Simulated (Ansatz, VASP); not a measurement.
# LiCl: VASP beside Ansatz

```
Li Cl
1.0
     0.00000    2.70753    2.30140
     2.70753    0.00000    2.30140
     2.70753    2.70753    0.00000
Li Cl
1 1
Direct
  0.00000 0.00000 0.00000
  0.50000 0.50000 0.50000
```

Alike in both runs: task single point; functional PBE; k mesh 8 × 8 × 8; occupations gaussian, width 0.05 eV; no spin polarisation.

|  | VASP | Ansatz |
| --- | --- | --- |
| version | VASP 6.6.1 | Ansatz 0.2.0 |
| potentials or method | VASP PAW PBE potentials, release 64 (Li_sv, Cl) | scalar-relativistic, plane waves, PAW |
| plane-wave cutoff (eV) | 520 | 420 |
| valence electrons in the cell | 10 | 10 |

|  | VASP | Ansatz | Ansatz less VASP |
| --- | --- | --- | --- |
| gap on the k mesh at the Fermi level (eV) | 6.19 | 6.18 | -0.012 |
| least direct gap on the mesh (eV) | 6.19 | 6.18 | -0.012 |

 A k mesh can miss the band edges.
